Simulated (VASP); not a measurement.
# KCl (Sylvite) (Fm-3m) in VASP: settings compared

Aim: see how the results for KCl (Sylvite) move with the level of theory and the settings. Levels: PBEsol, PBE. Tasks: equation of state.

All numbers are computed with VASP 6.6.1; they aren't measurements. Logs are shortened: lines on timing, memory, paths and dates and some standing lists are left out, and cuts for length are marked.

## 1. The crystal as given

The structure is cubic, space group Fm-3m (No. 225). Conventional cell: a = 6.293 Å, b = 6.293 Å, c = 6.293 Å, α = 90.00°, β = 90.00°, γ = 90.00°. Around K (site symmetry m-3m) lie 6 Cl at 3.15 Å. Around Cl (site symmetry m-3m) lie 6 K at 3.15 Å.

## 2. Equation of state, PBEsol, 29.28 Å³/atom (volume scaled by 0.94)

Contents of INCAR:

```
PREC = Accurate
ENCUT = 520
EDIFF = 1E-7
ISMEAR = -1
SIGMA = 0.05
LREAL = False
LASPH = True
NELM = 100
ALGO = Normal
ISIF = 2
LWAVE = False
LCHARG = False
GGA = PS
NBANDS = 15
```

Contents of KPOINTS:

```
regular mesh
0
Gamma
  7 7 7
```

Contents of POSCAR:

```
KCl
1.0
    0.0000000000      3.0822383035      3.0822383035
    3.0822383035      0.0000000000      3.0822383035
    3.0822383035      3.0822383035      0.0000000000
K Cl
1 1
Direct
    0.0000000000      0.0000000000      0.0000000000
    0.5000000000      0.5000000000      0.5000000000
```

Potentials or basis: VASP PAW PBE potentials, release 64 (K_sv, Cl).

Run with:

```bash
$ cat potpaw_PBE.64/K_sv/POTCAR potpaw_PBE.64/Cl/POTCAR > POTCAR
$ mpirun -np 1 vasp_std > vasp.out
```

OUTCAR:

```text
PREC = Accurate
   ENCUT = 520
   EDIFF = 1E-7
   ISMEAR = -1
   LREAL = False
   LASPH = True
   NELM = 100
   ISIF = 2
   GGA = PS

 Found     20 irreducible k-points:

 Following reciprocal coordinates:
            Coordinates               Weight
  0.000000  0.000000  0.000000      1.000000
  0.142857  0.000000  0.000000      8.000000
  0.285714  0.000000  0.000000      8.000000
  0.428571  0.000000  0.000000      8.000000
  0.142857  0.142857  0.000000      6.000000
  0.285714  0.142857  0.000000     24.000000
   k-points           NKPTS =     20   k-points in BZ     NKDIM =     20   number of bands    NBANDS=     15
   number of dos      NEDOS =    301   number of ions     NIONS =      2
   total plane-waves  NPLWV =  32768
   dimension x,y,z NGX =    32 NGY =   32 NGZ =   32
   dimension x,y,z NGXF=    64 NGYF=   64 NGZF=   64
   ions per type =               1   1
   NGX,Y,Z   is equivalent  to a cutoff of  12.20, 12.20, 12.20 a.u.
   NGXF,Y,Z  is equivalent  to a cutoff of  24.41, 24.41, 24.41 a.u.
 SYSTEM =  unknown system
   PREC   = accura    normal or accurate (medium, high low for compatibility)
   ISTART =      0    job   : 0-new  1-cont  2-samecut
   ICHARG =      2    charge: 1-file 2-atom 10-const
   ISPIN  =      1    spin polarized calculation?
   LNONCOLLINEAR =      F non collinear calculations
   LSORBIT =      F    spin-orbit coupling
   LASPH  =      T    aspherical Exc in radial PAW
   ENCUT  =  520.0 eV  38.22 Ry    6.18 a.u.   8.10  8.10  8.10*2*pi/ulx,y,z
   NELM   =    100;   NELMIN=  2; NELMDL= -5     # of ELM steps
   EDIFF  = 0.1E-06   stopping-criterion for ELM
   LREAL  =      F    real-space projection
   EDIFFG = 0.1E-05   stopping-criterion for IOM
   NSW    =      0    number of steps for IOM
   IBRION =     -1    ionic relax: 0-MD 1-quasi-New 2-CG
   NFREE  =      0    steps in history (QN), initial steepest desc. (CG)
   ISIF   =      2    stress and relaxation
   ISYM   =      2    0-nonsym 1-usesym 2-fastsym
   POTIM  = 0.5000    time-step for ionic-motion
   TEBEG  =    0.0;   TEEND  =   0.0 temperature during run
   PSTRESS=    0.0 pullay stress
   NELECT =      16.0000    total number of electrons
   NUPDOWN=      -1.0000    fix difference up-down
   EMIN   =  10.00;   EMAX   =-10.00  energy-range for DOS
   EFERMI =   0.00;   METHOD = LEGACY
   ISMEAR =    -1;   SIGMA  =   0.05  broadening in eV -4-tet -1-fermi 0-gaus
   EFERMI_NEDOS =   21; number of points for ismear=-14 and -15
   IALGO  =     38    algorithm
   IMIX   =      4    mixing-type and parameters
     AMIX     =   0.40;   BMIX     =  1.00
     AMIX_MAG =   1.60;   BMIX_MAG =  1.00
  volume/ion in A,a.u.               =      29.28       197.60
  Fermi-wavevector in a.u.,A,eV,Ry     =   1.062279  2.007416 15.353314  1.128437
  Thomas-Fermi vector in A             =   2.197724
   LORBIT       =      0    0 simple, 1 ext, 2 COOP (PROOUT), +10 PAW based schemes
   GGA     = PS    functional components
   LHFCALC =     F    Hartree Fock is set to
   AEXX    =    0.0000 exact exchange contribution
   IVDW    =     0    specifies the selected vdW correction
   LEPSILON=     F    determine dielectric tensor
   LRPA    =     F    only Hartree local field effects (RPA)
 non-spin polarized calculation
  energy-cutoff  :      520.00
  volume of cell :       58.56
 maximum number of plane-waves:      1600
   NGX = 17   NGY = 17   NGZ = 17

 number of electron      16.0000000 magnetization

 Free energy of the ion-electron system (eV)
  ---------------------------------------------------
  ext. energy  EPLUGINS =         0.00000000
  ---------------------------------------------------
  free energy    TOTEN  =        -7.01646914 eV

  energy without entropy =       -7.01646914  energy(sigma->0) =       -7.01646914

 E-fermi :  -0.5720     XC(G=0):  -7.9911

 val. band max:       -1.6504251510   @ k =   0.0000   0.0000   0.0000
 cond. band min:       3.5749309659   @ k =   0.0000   0.0000   0.0000
 fundamental gap:      5.2253561169
 Fermi energy:        -0.5719935103

 k-point     1 :       0.0000    0.0000    0.0000
  band No.  band energies     occupation
      1     -28.5501      2.00000
      2     -13.8171      2.00000
      3     -12.0782      2.00000
      4     -12.0782      2.00000
      5     -12.0782      2.00000
      6      -1.6504      2.00000
      7      -1.6504      2.00000
      8      -1.6504      2.00000
      9       3.5749      0.00000
     10       6.6598      0.00000
     11       6.6598      0.00000
     12       6.6598      0.00000
     13       7.5849      0.00000
     14       7.5849      0.00000
     15      11.2968      0.00000

 k-point     2 :       0.1429    0.0000    0.0000
  band No.  band energies     occupation
      1     -28.5472      2.00000
      2     -13.8614      2.00000
      3     -12.0803      2.00000
      4     -12.0803      2.00000
      5     -12.0218      2.00000
      6      -1.9286      2.00000
      7      -1.7286      2.00000
      8      -1.7286      2.00000
      9       4.0905      0.00000
     10       6.5112      0.00000
     11       6.9334      0.00000
     12       6.9334      0.00000
     13       7.8939      0.00000
     14       7.8939      0.00000
     15      12.1046      0.00000
[... 41 lines left out ...]
      3     -12.0919      2.00000
      4     -12.0919      2.00000
      5     -12.0055      2.00000
      6      -2.0372      2.00000
      7      -1.7103      2.00000
      8      -1.7103      2.00000
      9       4.2060      0.00000
     10       6.1006      0.00000
     11       7.2262      0.00000
     12       7.2262      0.00000
     13       7.7536      0.00000
     14       8.2024      0.00000
     15      12.3420      0.00000

 k-point     6 :       0.2857    0.1429    0.0000
  band No.  band energies     occupation
      1     -28.5411      2.00000
      2     -13.9064      2.00000
      3     -12.1027      2.00000
      4     -12.0979      2.00000
      5     -11.9506      2.00000
      6      -2.3629      2.00000
      7      -1.8580      2.00000
      8      -1.8169      2.00000
      9       5.0461      0.00000
     10       5.8948      0.00000
     11       7.8518      0.00000
     12       7.9755      0.00000
     13       8.2104      0.00000
     14       8.8900      0.00000
     15      11.9811      0.00000

 [... further k-points ...]

------------------------ aborting loop because EDIFF is reached ----------------------------------------

  FORCE on cell =-STRESS in cart. coord.  units (eV):
  Direction    XX          YY          ZZ          XY          YZ          ZX
  --------------------------------------------------------------------------------------
  -------------------------------------------------------------------------------------
  Total        0.3061909      0.3061909      0.3061909     -0.0000000      0.0000000     -0.0000000
  in kB        8.3767245      8.3767245      8.3767245     -0.0000000      0.0000000     -0.0000000
  external PRESSURE =       8.3767245 kB  Pullay stress =       0.0000000 kB

 VOLUME and BASIS-vectors are now :
 -----------------------------------------------------------------------------
  energy-cutoff  :      520.00
  volume of cell :       58.56
      direct lattice vectors                 reciprocal lattice vectors
     0.000000000  3.082238304  3.082238304    -0.162219774  0.162219774  0.162219774
     3.082238304  0.000000000  3.082238304     0.162219774 -0.162219774  0.162219774
     3.082238304  3.082238304  0.000000000     0.162219774  0.162219774 -0.162219774

 POSITION                                       TOTAL-FORCE (eV/Angst)
 -----------------------------------------------------------------------------------
      0.00000      0.00000      0.00000         0.000000      0.000000     -0.000000
      3.08224      3.08224      3.08224         0.000000      0.000000      0.000000
 -----------------------------------------------------------------------------------
    total drift:                                0.000000     -0.000000     -0.000000

  FREE ENERGIE OF THE ION-ELECTRON SYSTEM (eV)
  ---------------------------------------------------
  free  energy   TOTEN  =        -7.0164691360 eV

  energy  without entropy=       -7.0164691360  energy(sigma->0) =       -7.01646914
```

Wall time 16 s (1 thread of Intel Xeon Platinum 8488C (Sapphire Rapids), shared host); peak memory 0.17 GiB.

What came out:

```
Free energy            : -7.0165 eV
Pressure               : 0.8 GPa
Band gap on the k mesh : 5.23 eV, direct
```

Caveat: the PAW data sets were made with another functional, which shifts forces and pressure a little.

## 3. Equation of state, PBEsol, 29.90 Å³/atom (volume scaled by 0.96)

INCAR is that of step 2.

KPOINTS is that of step 2.

Contents of POSCAR:

```
KCl
1.0
    0.0000000000      3.1039449222      3.1039449222
    3.1039449222      0.0000000000      3.1039449222
    3.1039449222      3.1039449222      0.0000000000
K Cl
1 1
Direct
    0.0000000000      0.0000000000      0.0000000000
    0.5000000000      0.5000000000      0.5000000000
```

Potentials or basis: VASP PAW PBE potentials, release 64 (K_sv, Cl).

Run with:

```bash
$ cat potpaw_PBE.64/K_sv/POTCAR potpaw_PBE.64/Cl/POTCAR > POTCAR
$ mpirun -np 1 vasp_std > vasp.out
```

It took 25 s on 1 thread of Intel Xeon Platinum 8488C (Sapphire Rapids), shared host; peak memory 0.2 GiB.

It converged, with:

```
Free energy            : -7.0215 eV
Pressure               : 0.4 GPa
Band gap on the k mesh : 5.15 eV, direct
```

Caveat: the PAW data sets were made with another functional, which shifts forces and pressure a little.

## 4. Equation of state, PBEsol, 30.53 Å³/atom (volume scaled by 0.98)

INCAR is that of step 3.

KPOINTS is that of step 3.

Contents of POSCAR:

```
KCl
1.0
    0.0000000000      3.1253521154      3.1253521154
    3.1253521154      0.0000000000      3.1253521154
    3.1253521154      3.1253521154      0.0000000000
K Cl
1 1
Direct
    0.0000000000      0.0000000000      0.0000000000
    0.5000000000      0.5000000000      0.5000000000
```

Run with:

```bash
$ cat potpaw_PBE.64/K_sv/POTCAR potpaw_PBE.64/Cl/POTCAR > POTCAR
$ mpirun -np 1 vasp_std > vasp.out
```

Wall time 21 s (1 thread of Intel Xeon Platinum 8488C (Sapphire Rapids), shared host); peak memory 0.2 GiB.

It converged, with:

```
Free energy            : -7.0233 eV
Pressure               : 0.0 GPa
Band gap on the k mesh : 5.09 eV, direct
```

Caveat: the PAW data sets were made with another functional, which shifts forces and pressure a little; an odd mesh through Γ misses points on the zone boundary, where band edges often lie.

(Continued in part 2 of 2.)
